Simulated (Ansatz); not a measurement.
Abstraction of Cl: C4H9Cl + GeH2Cl → C4H9 + GeH2Cl2

Species: C4H9Cl (1-chlorobutane) `CCCCCl`, singlet; GeH2Cl `[Cl][GeH2]`, doublet; C4H9 (1-butyl radical) `[CH2]CCC`, doublet; GeH2Cl2 (dichlorogermane) `[Cl][GeH2][Cl]`, singlet. A radical takes Cl: the energy is the difference in strength between the C–Cl bond broken and the Ge–Cl bond made.

Shapes, held fixed at every level: PBE0-D4/def2-TZVP. Flexible molecules stand in one conformer, not always the lowest. Programs: Ansatz 0.2.0. The zero-point and thermal change to 298 K, harmonic and unscaled (PBE0-D4/def2-TZVP), is -7.5 kJ/mol.

(1) Estimate ΔH(298 K) of this reaction.

Results:

(1) MP2/def2-TZVPP gives ΔH(298 K) = -51.4 kJ/mol; the levels span -63.9 to -40.8. The median of the levels is -51.4. No measured value is set beside it here. Open shells run unrestricted unless RO is named. Relativity is left out for Ge unless named. Correlated rows may include outer-core shells of Ge, which these sets cover unevenly. Times are processor times on shared x86 and Arm servers, and rough.

| level | kind | ΔH(298 K) (kJ/mol) | CPU time (sum over the molecules) |
| --- | --- | --- | --- |
| PBE-D4/def2-TZVPP | GGA | -40.8 | 41 s |
| r2SCAN-D4/def2-TZVPP | meta-GGA | -61.3 | 70 s |
| BHLYP-D4/def2-TZVPP | global hybrid | -63.9 | 55 s |
| PBE0-D4/def2-TZVPP | global hybrid | -50.5 | 52 s |
| wB97M-V/def2-TZVPP | range-separated hybrid | -46.9 | 2.8 min |
| B2PLYP/def2-TZVPP | double hybrid | -54.7 | 83 s |
| CCSD(T)/def2-SVP | coupled cluster or CI | -51.4 | 2 min |
| MP2/def2-TZVPP | perturbation theory | -51.4 | – |

Chlorine transfer from carbon to germanium is exothermic at every level, so the Ge–Cl bond formed is stronger than the C–Cl bond broken. The main reason is electronegativity: germanium is more electropositive than carbon, which gives its bond to chlorine a larger ionic contribution. The butyl radical left behind is a primary alkyl radical with only modest hyperconjugative stabilisation, so the driving force lies mostly in the new bond. This fits the known readiness of germyl radicals to take halogen atoms from alkyl halides.

The sign is secure, but the size is less so. The exothermicity grows from PBE through PBE0 to BHLYP, as the share of exact exchange rises, yet r2SCAN, which has none, lies close to BHLYP; exchange admixture alone therefore doesn't order the functionals. The identical MP2 and CCSD(T) values don't establish convergence, because the coupled-cluster result uses a smaller basis, in which errors in describing the two polar bonds need not cancel.
